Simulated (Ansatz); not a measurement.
LiBr under strong compression

```
CELL_PARAMETERS angstrom
0.00000 2.72269 2.72269
2.72269 0.00000 2.72269
2.72269 2.72269 0.00000
ATOMIC_POSITIONS crystal
Li 0.00000 0.00000 0.00000
Br 0.50000 0.50000 0.50000
```

The base volume is that of a database entry, so it needn't be at zero pressure; the structure needn't be the stable phase, at rest or compressed.

Its volume is scaled at fixed shape and fractional positions.

Computed with Ansatz 0.2.0; functional PBEsol, scalar-relativistic. Settings: a Γ-centred 9×9×9 k mesh, Fermi–Dirac smearing of 0.03 eV, no spin polarisation. Methods: LAPW: all electrons, basis error target 1 meV/atom; PAW: frozen-core files, cutoff 420 eV; crystal datasets: all electrons, by PAW datasets that the program makes for each cell.

Energies are extrapolated to zero smearing and count from the unscaled cell; pressure is positive in compression; gaps take the mesh and a band path. No temperature or zero-point motion is included.

The PAW files were made under PBE.

```json
{"V/V0": "1.00", "V (Å³/atom)": "20.18", "P LAPW (GPa)": "-0.54", "ΔE LAPW (eV/atom)": "0.000", "P PAW − LAPW (GPa)": "0.01", "ΔE PAW − LAPW (meV/atom)": "0.0", "gap (eV)": "4.89"}
{"V/V0": "0.75", "V (Å³/atom)": "15.14", "P LAPW (GPa)": "?", "ΔE LAPW (eV/atom)": "0.158", "P PAW − LAPW (GPa)": "0.05", "ΔE PAW − LAPW (meV/atom)": "1.1", "gap (eV)": "?"}
{"V/V0": "0.70", "V (Å³/atom)": "14.13", "P LAPW (GPa)": "20.3", "ΔE LAPW (eV/atom)": "0.265", "P PAW − LAPW (GPa)": "0.06", "ΔE PAW − LAPW (meV/atom)": "1.5", "gap (eV)": "5.56"}
{"V/V0": "0.50", "V (Å³/atom)": "10.09", "P LAPW (GPa)": "84.2", "ΔE LAPW (eV/atom)": "1.398", "P PAW − LAPW (GPa)": "0.17", "ΔE PAW − LAPW (meV/atom)": "4.2", "gap (eV)": "4.21"}
```

Task: Fill in "P LAPW (GPa)" for the row "0.75".

Result: 13.92.

Task: Fill in "gap (eV)" for the row "0.75".

Result: 5.55.

Task: From the table, what is the rise of the enthalpy H = E + pV up to the last row, and how stiff is the crystal between the last two rows?

Result: ΔH = 1.398 eV + (84.2 GPa × 10.09 Å³ + 0.54 GPa × 20.18 Å³) × 0.006242 eV/(GPa·Å³) = 6.77 eV/atom, of which pV makes 79 %. The mean bulk modulus there is −ΔP/Δln V = 190 GPa.

Task: At the smallest volume, how far do crystal datasets lie from LAPW in pressure?

Result: crystal datasets: 0.00 GPa, on a LAPW pressure of 84.2 GPa.

Task: How do the Löwdin populations by LAPW change from the unscaled cell to the last row?

Result: Br 4s 1.88 → 1.80, Br 4p 5.70 → 5.75 electrons an atom. These are projections on the shells that the free atoms fill; 0.07 e a cell lies outside them at the start and 0.14 e at the end.
